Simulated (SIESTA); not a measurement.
Crystal: PbSe (Clausthalite).

```
CELL_PARAMETERS angstrom
0.00000 3.06065 3.06065
3.06065 0.00000 3.06065
3.06065 3.06065 0.00000
ATOMIC_POSITIONS crystal
Pb 0.00000 0.00000 0.00000
Se 0.50000 0.50000 0.50000
```

Base run:

- Program: SIESTA 5.4.2
- Functional: PBE
- Potentials or basis: Ansatz NC with PseudoDojo 0.4 standard (PBE files)
- Basis: DZP (energy shift 0.002 Ry)
- Grid cutoff: 500 Ry
- Energy shift: 0.002 Ry
- k mesh: 8 × 8 × 8
- Occupations: fermi-dirac, width 0.05 eV
- Spin: no spin polarisation

Its results: band gap on the k mesh 0.39 eV, direct; pressure 3.9 GPa.

Task: The run is repeated on the same cell with these changes: potentials or basis from Ansatz NC with PseudoDojo 0.4 standard (PBE files) to PseudoDojo 0.4 stringent (PBE files); valence electrons from 30 to 46. What comes out?

Result: Band gap on the k mesh 0.28 eV, direct; pressure -2.5 GPa.

Caveats: semicore shells carry a single zeta, which can move pressures by several GPa and volumes by a few percent; spin-orbit coupling is left out, which as a rule narrows the gap of such compounds by several tenths of an eV; the basis of atomic orbitals isn't converged, which shifts pressures, moduli and gaps; the valence orbitals were made in a potential fitted to the semicore shell under them, which widens gaps by tenths of an eV or more (some runs).
